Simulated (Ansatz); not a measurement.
# Al2Cu: tests of the settings

An exercise on one series of results from a longer session: the logs are not shown, and one member is left open.

Program: Ansatz 0.2.0. Level of theory: DFT r2SCAN, scalar-relativistic, plane waves, PAW for the base; runs at other levels say so in their headings and inputs, unless a step's input says otherwise. These are calculated values, not measurements.

## The starting structure

It takes space group P4/mmm (No. 123, tetragonal). The conventional cell has a = 4.105 Å, b = 4.105 Å, c = 2.891 Å, α = 90.00°, β = 90.00°, γ = 90.00°. Around Al (site symmetry mmm) lie 4 Cu at 2.51 Å. Around Cu (site symmetry 4/mmm) lie 8 Al at 2.51 Å.

Structure file:

```
CELL_PARAMETERS angstrom
4.10518 0.00000 0.00000
0.00000 4.10518 0.00000
0.00000 0.00000 2.89131
ATOMIC_POSITIONS crystal
Al 0.50000 0.00000 0.50000
Al 0.00000 0.50000 0.50000
Cu 0.00000 0.00000 0.00000
```

Source of the structure: the Materials Project (structure only). It is taken as it stands there.

## The base input

input.yaml

```yaml
crystal:
  lattice:
    - [4.105182, 0.0, 0.0]
    - [0.0, 4.105182, 0.0]
    - [0.0, 0.0, 2.891313]
  atoms:
    - { symbol: Al, position: [0.5, 0.0, 0.5] }
    - { symbol: Al, position: [0.0, 0.5, 0.5] }
    - { symbol: Cu, position: [0.0, 0.0, 0.0] }
basis:
  ecutwfc: 500
kpoints:
  mp_grid: { grid: [10, 10, 14] }
hamiltonian:
  xc: r2scan
scf:
  occupations: { method: gaussian, width: 0.1 }
output:
  forces: true
  stress: true
  eigenvalues: true
  populations: true
  write_density: true
  write_potential: true
  elf: true
  volumetric_format: npy
```

It was run beforehand and gave: -2570.7245 eV/atom at zero smearing, pressure -2.16 GPa, largest force 0.000 eV/Å, no gap on the mesh, in 8 SCF cycles and 38 s.

Set-up of the first run:

input.yaml

```yaml
crystal:
  lattice:
    - [4.105182, 0.0, 0.0]
    - [0.0, 4.105182, 0.0]
    - [0.0, 0.0, 2.891313]
  atoms:
    - { symbol: Al, position: [0.5, 0.0, 0.5] }
    - { symbol: Al, position: [0.0, 0.5, 0.5] }
    - { symbol: Cu, position: [0.0, 0.0, 0.0] }
basis:
  ecutwfc: 420
kpoints:
  mp_grid: { grid: [10, 10, 14] }
hamiltonian:
  xc: lda
scf:
  occupations: { method: gaussian, width: 0.1 }
output:
  forces: true
  stress: true
  eigenvalues: true
  write_density: true
  write_potential: true
  elf: true
  volumetric_format: npy
relax:
  adjacent_minimum: "off"
  f_tol: 0.01
  max_steps: 60
  cell: { stress_tol: 0.05 }
```

Run with:

```sh
> ansatz run input.yaml --threads 1 --pin off --max-ram 2560MiB --backend cpu --events-out ev --progress --plain --runs-dir out
```

Steps of the session up to this table: Relaxing with functional LDA; Relaxation, functional: PBEsol; Relaxing with functional PBE; Relaxation, functional: r2SCAN.

One of the session's tables, all rows but one given; the rest of the session is left out.

It belongs to the step «The sweep of the functional of a full relaxation side by side». 

```
functional  a (Å)  c (Å)  volume (Å³/atom)
       LDA  4.043  2.822             15.37
    PBEsol  4.084  2.846             15.83
       PBE  4.121  2.885             16.33
    r2SCAN      ?      ?                 ?
```

Estimate the missing values for r2SCAN.

The run gave: a (Å): 4.088; c (Å): 2.851; volume (Å³/atom): 15.88. In the column «a (Å)» it lies between PBEsol (4.084) and PBE (4.121).
